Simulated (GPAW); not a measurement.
# GaP (R-3m): the Ga K absorption edge, part 2 of 4

How does the Ga K edge of GaP (R-3m) move when the bonds are compressed or stretched?

GPAW 26.7.0; X-ray absorption from dipole matrix elements to empty bands, plane-wave PAW LDA.

So far. Step 2 (Ground state of the crystal): The mesh shows a gap of 0.72 eV, so the hole is first treated in a charged cell, without the excited electron.

**4. Spectrum with FCH, Ga atom 1**

The holes are 6.7 Å apart. In GPAW the data set carries the hole's charge, so charge=0 means a charged cell and charge=-1 a neutral one. The excited electron is left out and a uniform background balances the charge. After the field has converged, empty bands are computed with the density fixed and the dipole matrix elements are summed.

The absorber has 3 P at 2.40 Å and 1 Ga at 2.49 Å (distorted tetrahedral, site symmetry 3m).

Contents of xas.py:

```python
import numpy as np
from ase import Atoms
from ase.parallel import parprint, paropen
from gpaw import GPAW, PW, FermiDirac, Mixer, MixerDif, setup_paths
from gpaw.test import gen
setup_paths.insert(0, '.')
gen('Ga', name='fch1s', xcname='LDA', corehole=(1, 0, 1), write_xml=True)
from gpaw.mpi import world
world.barrier()

atoms = Atoms('Ga6P6',
    cell=[[0, 6.73080201, 0],
     [5.82904553, 3.365401, 0],
     [-1.94301518, -1.12180033, -6.4308101]],
    scaled_positions=[[0, 0.435372, 0.306116],
     [0.33333333, 0.76870533, 0.306116],
     [0.66666667, 0.10203867, 0.306116],
     [0, 0.564628, 0.693884],
     [0.33333333, 0.89796133, 0.693884],
     [0.66666667, 0.23129467, 0.693884],
     [0, 0.057389, 0.172167],
     [0.33333333, 0.39072233, 0.172167],
     [0.66666667, 0.72405567, 0.172167],
     [0, 0.942611, 0.827833],
     [0.33333333, 0.27594433, 0.827833],
     [0.66666667, 0.60927767, 0.827833]],
    pbc=True)
atoms.calc = calc = GPAW(legacy_gpaw=True, mode=PW(430, force_complex_dtype=True), xc='LDA', setups={0: 'fch1s'},
    kpts={'size': (3, 3, 3), 'gamma': True}, occupations=FermiDirac(0.02),
    charge=0, mixer=Mixer(0.1, 5, 50), maxiter=150,
    convergence={'density': 0.0001, 'eigenstates': 1e-6}, txt='scf.txt')
energy = atoms.get_potential_energy() + calc.get_reference_energy()
ef = calc.get_fermi_level()
out = dict(energy=energy, fermi=ef, forces=atoms.get_forces().tolist())
parprint(f'all-electron energy {energy:.4f} eV, Fermi level {ef:.4f} eV')
ev = np.array([[calc.get_eigenvalues(k, s) for k in range(len(calc.get_ibz_k_points()))] for s in range(calc.get_number_of_spins())])
out['homo'], out['lumo'], out['counts'] = ev[ev < ef].max(), ev[ev > ef].min(), sorted(set((ev < ef).sum((0, 2)).tolist()))
out['filled'] = (ev[:, 0] < ef).sum(1).tolist()

from ase.units import Ha
from gpaw.xas import dipole_matrix_elements
nb = int(calc.get_number_of_electrons() / 2) + 153
top, nb = nb, nb + 8 + nb // 12
nscf = calc.fixed_density(kpts={'size': (5, 5, 4), 'gamma': True}, nbands=nb,
    convergence={'bands': top, 'eigenstates': 5e-3}, maxiter=60, txt='nscf.txt')
cell = atoms.cell.array
ops = [cell.T @ U.T @ np.linalg.inv(cell.T) for U in nscf.wfs.kd.symmetry.op_scc]
filled = [24]  # bands filled in the ground state, by spin
E = np.arange(-6, 34, 0.1)
fwhm = np.interp(E, [4, 25], [1.82, 3.5])
Y, X, zero, highest = 0, 0, 1e9, 1e9
for spin in range(nscf.get_number_of_spins()):
    wfs = nscf.wfs
    mine = wfs.bd.get_slice()  # this rank's bands
    A = dipole_matrix_elements(wfs.setups[0])
    eps = np.zeros((wfs.kd.nibzkpts, nb))
    d = np.zeros((3, A.shape[1], wfs.kd.nibzkpts, nb), complex)
    for kpt in wfs.kpt_u:
        if kpt.s == spin and 0 in kpt.P_ani:
            eps[kpt.k, mine] = kpt.eps_n * Ha
            d[:, :, kpt.k, mine] = (kpt.weight * wfs.nspins / 2) ** 0.5 * np.inner(A, kpt.P_ani[0])
    world.sum(eps)
    world.sum(d)
    T = np.einsum('amkn,bmkn->abkn', d, d.conj()).real
    T = sum(np.einsum('ai,ijkn,bj->abkn', R, T, R) for R in ops) / len(ops)
    empty = np.ones_like(eps, bool) & (np.arange(nb) >= filled[spin])
    zero, highest = min(zero, eps[empty].min()), min(highest, eps[:, top - 1].min())
    lines = [(eps, T, empty)] if spin == 0 else lines + [(eps, T, empty)]
for eps, T, empty in lines:
    f = np.einsum('aakn->akn', T).reshape(3, -1)
    x = eps.ravel() - zero
    w = np.interp(x, E, fwhm) / 2.35482
    g = np.exp(-0.5 * ((E[:, None] - x) / w) ** 2) / (w * (2 * np.pi) ** 0.5)
    Y = Y + (f * empty.ravel()) @ g.T
    X = X + (f * ~empty.ravel()) @ g.T
out.update(E=E.round(2).tolist(), xas=Y.tolist(), xes=X.tolist(), zero=zero, valid=highest - zero, nk=len(eps), nb=nb)
for i in range(0, len(E), 10):
    parprint(f'{E[i]:7.2f}', *(f'{v:10.3e}' for v in Y[:, i]))
import json
with paropen('out.json', 'w') as f:
    json.dump(out, f)
```

Run with:

```
$ OMP_NUM_THREADS=1 mpirun -n 4 gpaw python xas.py
```

Numbers of over 12 decimals in the logs are rounded to 6 here.

The log of the run:

```text
Input parameters:
  convergence: {density: 0.0001,
                eigenstates: 1e-06}
  kpts: {gamma: True,
         size: (3, 3, 3)}
  maxiter: 150
  mixer: {backend: pulay,
          beta: 0.1,
          method: separate,
          nmaxold: 5,
          weight: 50}
  mode: {ecut: 430.0,
         force_complex_dtype: True,
         name: pw}
  occupations: {fixmagmom: False,
                name: fermi-dirac,
                width: 0.02}
  setups: {0: fch1s}

Initialize ...

[... PAW data sets ...]

Reference energy: -362094.408760  # eV

Spin-paired calculation

[... convergence settings ...]
Symmetries present (total): 1
  [... symmetry matrices ...]

27 k-points: 3 x 3 x 3 Monkhorst-Pack grid
14 k-points in the irreducible part of the Brillouin zone
       k-points in crystal coordinates                weights
   0:     0.00000000    0.00000000    0.00000000          1/27
   1:     0.00000000    0.00000000    0.33333333          2/27
   2:     0.00000000    0.33333333   -0.33333333          2/27
   3:     0.00000000    0.33333333    0.00000000          2/27
   4:     0.00000000    0.33333333    0.33333333          2/27
   5:     0.33333333   -0.33333333   -0.33333333          2/27
   6:     0.33333333   -0.33333333    0.00000000          2/27
   7:     0.33333333   -0.33333333    0.33333333          2/27
   8:     0.33333333    0.00000000   -0.33333333          2/27
   9:     0.33333333    0.00000000    0.00000000          2/27
          ...
  13:     0.33333333    0.33333333    0.33333333          2/27

Wave functions: Plane wave expansion
  Cutoff energy: 430.000 eV
  Number of coefficients (min, max): 5091, 5129
  Pulay-stress correction: 0.000000 eV/Ang^3 (de/decut=0.000000)
  Using FFTW library
  Wavefunction extrapolation:
    Improved wavefunction reuse through dual PAW basis

Occupation numbers: Fermi-Dirac:
  width: 0.0200  # eV

Eigensolver
   Davidson(niter=2)

Densities:
  Coarse grid: 35*35*35 grid
  Fine grid: 70*70*70 grid
  Total Charge: 1.000000

Density mixing:
  Method: separate
  Backend: pulay
  Linear mixing parameter: 0.1
  old densities: 5
  Width of damping distribution: 1.1
  Damping of long wavelength oscillations: 50

[... Hamiltonian set-up ...]
Number of atoms: 12
Number of atomic orbitals: 48
Number of bands in calculation: 33
Number of valence electrons: 48
Bands to converge: occupied

... initialized

Initializing position-dependent things.

Density initialized from atomic densities
Creating initial wave functions:
  33 bands from LCAO basis set

                     P

          Ga  P    Ga

       P     Ga
          Ga       Ga
               P
             Ga
         P        P

Atomic positions and initial magnetic moments

Positions:
   0 Ga     1.943015    1.121800   -1.968574    ( 0.0000,  0.0000,  0.0000)
   1 Ga     3.886030    4.487201   -1.968574    ( 0.0000,  0.0000,  0.0000)
   2 Ga     0.000000    4.487201   -1.968574    ( 0.0000,  0.0000,  0.0000)
   3 Ga     1.943015    1.121800   -4.462236    ( 0.0000,  0.0000,  0.0000)
   4 Ga     3.886030    4.487201   -4.462236    ( 0.0000,  0.0000,  0.0000)
   5 Ga     0.000000    4.487201   -4.462236    ( 0.0000,  0.0000,  0.0000)
   6 P     -0.000000    0.000000   -1.107173    ( 0.0000,  0.0000,  0.0000)
   7 P      1.943015    3.365401   -1.107173    ( 0.0000,  0.0000,  0.0000)
   8 P      3.886030    6.730802   -1.107173    ( 0.0000,  0.0000,  0.0000)
   9 P      3.886030    2.243601   -5.323637    ( 0.0000,  0.0000,  0.0000)
  10 P     -0.000000    2.243601   -5.323637    ( 0.0000,  0.0000,  0.0000)
  11 P      1.943015    5.609002   -5.323637    ( 0.0000,  0.0000,  0.0000)

Unit cell:
           periodic     x           y           z      points  spacing
  1. axis:    yes    0.000000    6.730802    0.000000    35     0.1665
  2. axis:    yes    5.829046    3.365401    0.000000    35     0.1594
  3. axis:    yes   -1.943015   -1.121800   -6.430810    35     0.1837

  Lengths:   6.730802   6.730802   6.810952
  Angles:  109.233014  99.480119  60.000000

Effective grid spacing dv^(1/3) = 0.1805

iter:   1   -76.631947
iter:   2   -75.727534   -1.44  -0.81
iter:   3   -74.612461   -1.37  -0.86
iter:   4   -74.510935   -2.56  -1.11
iter:   5   -74.484188   -2.46  -1.31
iter:   6   -74.476228   -2.88  -1.88
iter:   7   -74.458045   -3.34  -2.03
iter:   8   -74.458126c  -3.86  -2.52
iter:   9   -74.456807c  -4.14  -2.54
iter:  10   -74.456655c  -5.44  -2.92
iter:  11   -74.456600c  -5.86  -3.07
iter:  12   -74.456635c  -5.52  -3.25
iter:  13   -74.456580c  -5.81  -3.29
iter:  14   -74.456578c  -6.98c -3.69
iter:  15   -74.456576c  -7.03c -3.80
iter:  16   -74.456575c  -7.24c -4.09c

Converged after 16 iterations.

Dipole moment: (0.128900, 0.074421, 0.361740) |e|*Ang

Energy contributions relative to reference atoms: (reference = -362094.408760)

Kinetic:        +82.258266
Potential:      -87.849268
External:        +0.000000
XC:             -68.886489
Entropy (-ST):   -0.000000
Local:           +0.020916
SIC:             +0.000000
--------------------------
Free energy:    -74.456575
Extrapolated:   -74.456575

Showing only first 2 kpts
 Kpt  Band  Eigenvalues  Occupancy
  0    22      4.62757    2.00000
  0    23      4.63274    2.00000
  0    24      5.31069    0.00000
  0    25      5.87738    0.00000

  1    22      4.43160    2.00000
  1    23      4.43196    2.00000
  1    24      5.43356    0.00000
[...]
Fermi level: 4.97662

Gap: 0.678 eV
Transition (v -> c):
  (s=0, k=0, n=23, [0.00, 0.00, 0.00]) -> (s=0, k=0, n=24, [0.00, 0.00, 0.00])
No difference between direct/indirect transitions

Forces in eV/Ang:
  0 Ga    0.03398    0.01962    0.27937
  1 Ga   -0.02364   -0.01258   -0.51048
  2 Ga   -0.02271   -0.01418   -0.51048
  3 Ga   -0.06731   -0.03886   -0.56088
  4 Ga    0.04120   -0.00023    0.04421
  5 Ga    0.02040    0.03580    0.04421
  6 P     0.08440    0.04873    0.13969
  7 P     0.09860   -0.24669    0.20216
  8 P    -0.16434    0.20874    0.20216
  9 P     0.20666    0.11932    0.23391
 10 P    -0.06765   -0.12198    0.21996
 11 P    -0.13946    0.00240    0.21996
Scalar-relativistic atomic LDA calculation for Ga (Gallium, Z=31)
Core hole in 1s state (1s occupation: 1.0)
600 radial gridpoints.
|------------------------------------------------|
|------------------------------------------------|
[... the atom generator's iteration count ...]

Energy contributions:
-------------------------
Kinetic:    +1579.917338
XC:           -64.056343
Potential:  -3074.711888
-------------------------
Total:      -1558.850893

state      eigenvalue         ekin         rmax
-----------------------------------------------
1s^1.0 :  -388.741484   489.682052        0.032
2s^2.0 :   -49.583735    96.650470        0.179
2p^6.0 :   -44.241157    95.698510        0.142
3s^2.0 :    -6.342800    22.075605        0.550
3p^6.0 :    -4.562405    20.108727        0.544
3d^10.0:    -1.437339    15.083525        0.500
4s^2.0 :    -0.729245     2.681465        1.725
4p^1.0 :    -0.423197     1.741532        2.075
-----------------------------------------------
(units: Bohr and Hartree)

Generating PAW setup
Kinetic energy of the core from tauc = 1587.646789
Cutoffs:
rc(s)=2.200
rc(p)=2.200
rc(d)=2.200
rc(vbar)=1.980
rc(comp)=2.200
rc(nct)=2.200

Kinetic energy of the core states: 1572.812876
Charge: 1.0
Core electrons: 27.0
Valence electrons: 3.0
Pseudo-core charge: 1.215894
Shape function alpha=2.066
Pseudo-electron charge 4.660881
state    eigenvalue         norm
--------------------------------
4s(2) :    -0.729245     1.209524
*s    :     0.270755
4p(1) :    -0.423197     1.025939
*p    :     0.576803
*d    :     0.000000
--------------------------------

Diagonalizing with gridspacing h=0.050

state   all-electron     PAW
-------------------------------
4s:      -0.729245    -0.729478
4p:      -0.423197    -0.423398
*d:                   -0.111370
*f:                   -0.021469
-------------------------------
all-electron energy -362168.8653 eV, Fermi level 4.9766 eV
[...]
31.00  1.087e-07  1.083e-07  9.659e-08
  32.00  9.220e-08  9.245e-08  7.888e-08
  33.00  8.133e-08  8.236e-08  6.828e-08
```

Run time: 3.7 min. Hardware: 4 MPI ranks of Arm Neoverse V2, shared host; peak memory 0.61 GiB.

The Ga K spectrum, Ga atom 1, full core hole (charged cell) (energy from the lowest empty level; intensity scaled to a mean of 1 over the first 20 eV; polarised curves are means over the symmetry-equivalent atoms):

```
E (eV)  isotropic  ε ⊥ c  ε ∥ c
  -2.0       0.00   0.00   0.00
  -1.5       0.01   0.01   0.01
  -1.0       0.03   0.04   0.02
  -0.5       0.11   0.13   0.08
   0.0       0.27   0.31   0.20
   0.5       0.52   0.57   0.40
   1.0       0.78   0.84   0.65
   1.5       1.03   1.09   0.90
   2.0       1.27   1.36   1.09
   2.5       1.50   1.65   1.20
   3.0       1.64   1.85   1.22
   3.5       1.60   1.82   1.16
   4.0       1.43   1.60   1.10
   4.5       1.25   1.33   1.09
   5.0       1.12   1.11   1.14
   5.5       1.06   1.00   1.19
   6.0       1.02   0.95   1.18
   6.5       0.99   0.92   1.14
   7.0       0.97   0.91   1.11
   7.5       0.97   0.89   1.11
   8.0       0.96   0.89   1.10
   8.5       0.96   0.91   1.08
   9.0       0.98   0.94   1.06
   9.5       1.00   0.98   1.05
  10.0       1.04   1.03   1.06
  10.5       1.07   1.07   1.08
  11.0       1.10   1.10   1.09
  11.5       1.11   1.11   1.09
  12.0       1.09   1.10   1.07
  12.5       1.03   1.04   1.01
  13.0       0.96   0.97   0.94
  13.5       0.88   0.89   0.86
  14.0       0.83   0.83   0.81
  14.5       0.80   0.79   0.80
  15.0       0.79   0.78   0.81
  15.5       0.80   0.79   0.84
  16.0       0.82   0.80   0.87
  16.5       0.84   0.82   0.88
  17.0       0.85   0.83   0.89
  17.5       0.85   0.84   0.88
  18.0       0.85   0.84   0.86
  18.5       0.84   0.84   0.84
  19.0       0.83   0.84   0.82
  19.5       0.82   0.84   0.79
  20.0       0.81   0.83   0.76
  20.5       0.79   0.81   0.74
  21.0       0.76   0.79   0.71
  21.5       0.74   0.77   0.69
  22.0       0.72   0.75   0.68
  22.5       0.72   0.74   0.67
  23.0       0.71   0.73   0.67
  23.5       0.72   0.74   0.69
  24.0       0.74   0.75   0.72
  24.5       0.77   0.77   0.77
  25.0       0.80   0.79   0.82
  25.5       0.83   0.81   0.87
  26.0       0.85   0.83   0.91
  26.5       0.87   0.84   0.93
  27.0       0.88   0.85   0.94
  27.5       0.88   0.85   0.93
  28.0       0.87   0.85   0.91
  28.5       0.85   0.84   0.87
  29.0       0.83   0.83   0.83
```

Main maxima below 28 eV (height): 3.2 eV (1.64), 11.4 eV (1.11), 17.2 eV (0.85) and 27.2 eV (0.88). A K edge sees empty p states on the absorber.

The energy difference (zero at 10381 eV) isn't read as a photon energy: for so heavy an absorber the terms left out (the hole's spin, the functional's error) amount to tens of eV or more.

**5. Reference energy of the supercell**

The cell changes for the next run, so it gets a reference energy of its own.

The cell differs from the one that the last finished run ended in (a 6.731 → 6.593 Å, b 6.731 → 6.593 Å, c 6.811 → 6.672 Å).

Contents of scf.py:

```python
import numpy as np
from ase import Atoms
from ase.parallel import parprint, paropen
from gpaw import GPAW, PW, FermiDirac, Mixer, MixerDif, setup_paths
from gpaw.test import gen
setup_paths.insert(0, '.')
gen('Ga', name='nch1s', xcname='LDA', corehole=(1, 0, 0), write_xml=True)
from gpaw.mpi import world
world.barrier()

atoms = Atoms('Ga6P6',
    cell=[[0, 6.59340015, 0],
     [5.71005202, 3.29670007, 0],
     [-1.90335067, -1.09890002, -6.29953224]],
    scaled_positions=[[0, 0.435372, 0.306116],
     [0.33333333, 0.76870533, 0.306116],
     [0.66666667, 0.10203867, 0.306116],
     [0, 0.564628, 0.693884],
     [0.33333333, 0.89796133, 0.693884],
     [0.66666667, 0.23129467, 0.693884],
     [0, 0.057389, 0.172167],
     [0.33333333, 0.39072233, 0.172167],
     [0.66666667, 0.72405567, 0.172167],
     [0, 0.942611, 0.827833],
     [0.33333333, 0.27594433, 0.827833],
     [0.66666667, 0.60927767, 0.827833]],
    pbc=True)
atoms.calc = calc = GPAW(legacy_gpaw=True, mode=PW(430, force_complex_dtype=True), xc='LDA', setups={0: 'nch1s'},
    kpts={'size': (3, 3, 3), 'gamma': True}, occupations=FermiDirac(0.02),
    charge=0, mixer=Mixer(0.1, 5, 50), maxiter=150,
    convergence={'density': 0.0001, 'eigenstates': 1e-6}, txt='scf.txt')
energy = atoms.get_potential_energy() + calc.get_reference_energy()
ef = calc.get_fermi_level()
out = dict(energy=energy, fermi=ef, forces=atoms.get_forces().tolist())
parprint(f'all-electron energy {energy:.4f} eV, Fermi level {ef:.4f} eV')
ev = np.array([[calc.get_eigenvalues(k, s) for k in range(len(calc.get_ibz_k_points()))] for s in range(calc.get_number_of_spins())])
out['homo'], out['lumo'], out['counts'] = ev[ev < ef].max(), ev[ev > ef].min(), sorted(set((ev < ef).sum((0, 2)).tolist()))
out['filled'] = (ev[:, 0] < ef).sum(1).tolist()
import json
with paropen('out.json', 'w') as f:
    json.dump(out, f)
```

Run with:

```
$ OMP_NUM_THREADS=1 mpirun -n 4 gpaw python scf.py
```

The log of the run:

```text
Input parameters:
  convergence: {density: 0.0001,
                eigenstates: 1e-06}
  kpts: {gamma: True,
         size: (3, 3, 3)}
  maxiter: 150
  mixer: {backend: pulay,
          beta: 0.1,
          method: separate,
          nmaxold: 5,
          weight: 50}
  mode: {ecut: 430.0,
         force_complex_dtype: True,
         name: pw}
  occupations: {fixmagmom: False,
                name: fermi-dirac,
[...]
4s(2) :    -0.336865     1.140380
*s    :     0.663135
4p(1) :    -0.100461     1.012264
*p    :     0.899539
*d    :     0.000000
--------------------------------

Diagonalizing with gridspacing h=0.050

state   all-electron     PAW
-------------------------------
4s:      -0.336865    -0.337024
4p:      -0.100461    -0.100552
*d:                    0.030615
*f:                    0.065359
-------------------------------
all-electron energy -372544.6159 eV, Fermi level 5.8065 eV
[key lines of the parts left out:]
Converged after 16 iterations.
Dipole moment: (-0.000000, -0.000000, -0.000000) |e|*Ang
Free energy:    -60.644404
Fermi level: 5.80648
```

Run time: 13 s. Hardware: 4 MPI ranks; peak memory 0.25 GiB.

Reference energy: -372544.616 eV with the cores included.

**6. Spectrum with FCH, Ga atom 1**

Shorter bonds are expected to push antibonding states and scattering resonances up, and longer ones down; the cell is scaled to test that.

Changed against the first core-hole run: volume scale from 1 to 0.94.

Changes to xas.py since step 4:

```diff
@@ -11,5 +11,5 @@
 atoms = Atoms('Ga6P6',
-    cell=[[0, 6.73080201, 0],
-     [5.82904553, 3.365401, 0],
-     [-1.94301518, -1.12180033, -6.4308101]],
+    cell=[[0, 6.59340015, 0],
+     [5.71005202, 3.29670007, 0],
+     [-1.90335067, -1.09890002, -6.29953224]],
     scaled_positions=[[0, 0.435372, 0.306116],
@@ -41,3 +41,3 @@
 from gpaw.xas import dipole_matrix_elements
-nb = int(calc.get_number_of_electrons() / 2) + 153
+nb = int(calc.get_number_of_electrons() / 2) + 144
 top, nb = nb, nb + 8 + nb // 12
```

Run with:

```
$ OMP_NUM_THREADS=1 mpirun -n 4 gpaw python xas.py
```

The log of the run:

```text
Input parameters:
  convergence: {density: 0.0001,
                eigenstates: 1e-06}
  kpts: {gamma: True,
         size: (3, 3, 3)}
  maxiter: 150
  mixer: {backend: pulay,
          beta: 0.1,
          method: separate,
          nmaxold: 5,
          weight: 50}
  mode: {ecut: 430.0,
         force_complex_dtype: True,
         name: pw}
  occupations: {fixmagmom: False,
                name: fermi-dirac,
[...]
*p    :     0.576803
*d    :     0.000000
--------------------------------

Diagonalizing with gridspacing h=0.050

state   all-electron     PAW
-------------------------------
4s:      -0.729245    -0.729478
4p:      -0.423197    -0.423398
*d:                   -0.111370
*f:                   -0.021469
-------------------------------
all-electron energy -362169.6130 eV, Fermi level 5.6950 eV
[...]
32.00  1.103e-07  1.096e-07  9.636e-08
  33.00  8.963e-08  8.922e-08  7.500e-08
[key lines of the parts left out:]
Converged after 17 iterations.
Dipole moment: (0.126203, 0.072863, 0.367259) |e|*Ang
Free energy:    -75.204212
Fermi level: 5.69500
```

The job ended after 2.6 min (4 MPI ranks; peak memory 0.56 GiB; 10 min of CPU time).

```
E (eV)  first run  this run
  -2.0       0.00      0.00
  -1.0       0.03      0.04
   0.0       0.27      0.30
   1.0       0.78      0.78
   2.0       1.27      1.23
   3.0       1.64      1.55
   4.0       1.43      1.35
   5.0       1.12      1.07
   6.0       1.02      0.99
   7.0       0.97      0.96
   8.0       0.96      0.97
   9.0       0.98      0.97
  10.0       1.04      1.01
  11.0       1.10      1.07
  12.0       1.09      1.11
  13.0       0.96      1.05
  14.0       0.83      0.92
  15.0       0.79      0.85
  16.0       0.82      0.85
  17.0       0.85      0.87
  18.0       0.85      0.87
  19.0       0.83      0.85
  20.0       0.81      0.83
  21.0       0.76      0.79
  22.0       0.72      0.74
  23.0       0.71      0.71
  24.0       0.74      0.71
  25.0       0.80      0.75
  26.0       0.85      0.82
  27.0       0.88      0.88
  28.0       0.87      0.90
```

The scaled spectrum changes by 4 % r.m.s. The highest intensity below 24 eV goes from 3.2 eV (1.64) to 3.2 eV (1.55).

The photon energy of the zero moves by +0.13 eV.

(Continued in part 3 of 4.)

[Banner, clock and machine lines of the logs are left out without a mark of their own.]

[Logs are printed without paths, hosts, clocks, repeated set-up lines and the standing remarks that a program may print on its own settings, such as how far it seeks lower states.]

[Hosts, paths, dates, database ids (printed as entryN), source tags and the programs' standing remarks are cut or masked in the printed files.]

[Lists of maxima count a maximum above −3 eV only where it reaches 4 % of the highest in the window and stands out from its surroundings by 2 % of it (1.5 % where it reaches 55 %); shoulders and weaker maxima are passed over, and of the rest the first, up to two pre-edge ones and the few strongest are named.]
